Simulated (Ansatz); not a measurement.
The polar optical mode of CaS at 40 GPa, worked through

The calculation used Ansatz 0.2.0, DFT PBE, scalar-relativistic, plane waves, PAW. Plane waves to 420 eV; Γ-centred k mesh 10×10×10; fixed occupations. No spin polarisation. Phonons by linear response, acoustic sum rule imposed.

The cell, relaxed at 40 GPa:
```
CELL_PARAMETERS angstrom
0.00000 2.54443 2.54443
2.54443 0.00000 2.54443
2.54443 2.54443 0.00000
ATOMIC_POSITIONS crystal
Ca 0.00000 0.00000 0.00000
S 0.50000 0.50000 0.50000
```

Other phases may be more stable at this pressure.

Linear response gives ν_TO = 391.3 cm⁻¹, Born charges ±2.394 e (positive on Ca) and ε∞ = 6.631. The primitive cell holds 32.946 Å³, and the masses are 40.078 and 32.060 amu.

**Question.** Find ν_LO and the static dielectric constant.

**Answer.** The long-wave field adds a restoring force: ω_LO² − ω_TO² = Z*²e²/(ε_vac ε∞ μV). In these units ν_LO² − ν_TO² = 4.92064×10⁷ Z*²/(μ V ε∞) cm⁻², with μ = m₁m₂/(m₁ + m₂) = 17.812 amu: 72457 cm⁻². So ν_LO = √(391.3² + 72457) = 474.9 cm⁻¹, and the run gives 474.9. Lyddane–Sachs–Teller then gives ε0 = ε∞ (ν_LO/ν_TO)² = 9.77, against 9.77 in the run (it forms both from the same three quantities, so the match checks the arithmetic only). Between ν_TO and ν_LO the dielectric function is negative and an undamped crystal reflects fully: a reststrahlen band from 21.1 to 25.6 μm.

**Question.** What do the Clausius–Mossotti polarisability and the Szigeti charge come to?

**Answer.** With the Lorentz local field, α = (3V/4π)(ε∞ − 1)/(ε∞ + 2) = 5.13 Å³ for the pair, and e_S = 3Z*/(ε∞ + 2) = 0.83 e. The Born charge includes the electrons' response to the dipole's own local field, and e_S takes that enhancement out. The Lorentz field assumes point-like polarisable ions, a poor picture once ε∞ is this large, since the electron clouds then overlap or are shared, so both numbers are formal here.

**Question.** How strongly does a slow electron couple to the LO mode?

**Answer.** For one isotropic parabolic band, Fröhlich's constant is α_F = (1/ε∞ − 1/ε0) √(m* Ry/ħω_LO), with Ry = 13.606 eV, ħω_LO = 58.9 meV and m* in free-electron masses: α_F = 0.0484 × 15.20 × √m* = 0.74 √m*. The band mass isn't part of this run; for m* = 0.1, 0.3 and 1 it gives 0.23, 0.40, 0.74. In weak coupling the polaron lies α_F ħω_LO below the band edge (24 meV at m* = 0.3) with a mass m*(1 + α_F/6); past α_F of about 5 or 6 that expansion fails. A semilocal functional's ε∞ tends to be too large, which taken alone lowers α_F.

Cost: 1 run of about 0.32 core-minutes, on Intel Xeon 6975P-C (Granite Rapids) (shared hosts).